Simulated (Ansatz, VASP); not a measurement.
**TaAs in VASP and in Ansatz**

```xyz
4
Lattice="-1.7390 1.7390 5.8679 1.7390 -1.7390 5.8679 1.7390 1.7390 -5.8679" Properties=species:S:1:pos:R:3 pbc="T T T"
Ta    0.0000    0.0000    5.8676
Ta    1.7390    0.0000    2.9336
As    0.0000    0.0000    0.9698
As    0.0000    1.7390    3.9037
```

Change from the starting cell: strain = 0.01.

Alike in both runs: task single point; functional PBE; k mesh 8 × 8 × 8; occupations fermi-dirac, width 0.05 eV; no spin polarisation.

```csv
,VASP,Ansatz
version,VASP 6.6.1,Ansatz 0.2.0
potentials or method,"VASP PAW PBE potentials, release 64 (Ta_pv, As)",Ansatz PAW
plane-wave cutoff (eV),520,420
valence electrons in the cell,32,56
```

VASP gave:

```
gap on the k mesh at the Fermi level (eV)       : none
pressure (GPa)                                  : -1.1
largest component of the traceless stress (GPa) : 0.93
rms of the force components (eV/Å)              : 0.048
```

Q: Estimate Ansatz's values.

A: gap on the k mesh at the Fermi level (eV): none; pressure (GPa): -1.5; largest component of the traceless stress (GPa): 0.99; rms of the force components (eV/Å): 0.047.

Atom by atom the forces differ by 0.001 eV/Å (rms over components). A gap of «none» marks a metal or a gap that the smearing closes. The two sets of potentials don't hold the same shells in valence.

Spin-orbit coupling is left out, which matters for the levels of Ta.
